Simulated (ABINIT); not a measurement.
Runs of ABINIT 10.8.3 (patched build) on Sb. It takes space group Pm-3m (No. 221, cubic). Conventional cell: a = 3.160 Å, b = 3.160 Å, c = 3.160 Å, α = 90.00°, β = 90.00°, γ = 90.00°. Sb (site symmetry m-3m) has 6 Sb at 3.16 Å as nearest neighbours. This isn't the form of Sb at room conditions, which is rhombohedral.

```csv
level,gap on the mesh (eV),pressure (GPa)
AM05,none,-4.8
LDA,none,-5.9
revPBE,none,(a)
RPBE,none,-1.3
SCAN,none,(b)
```

Alike in all rows: task single point; potentials or basis JTH PAW PBE v2.0; no spin polarisation; cell as given; k mesh 8 × 8 × 8; cutoff (eV) 517; smearing fermi-dirac 0.05 eV.

Task: Estimate the missing entries.

Result: (a) -1.6; (b) -4.7.

Caveats: the PAW data sets were made with another functional, which shifts forces and pressure a little.

A k mesh can miss the band edges, and the runs leave out spin-orbit coupling on Sb.

A gap of «none» marks a metal or a gap under the smearing width.

Runs at the PBE level aren't shown here.
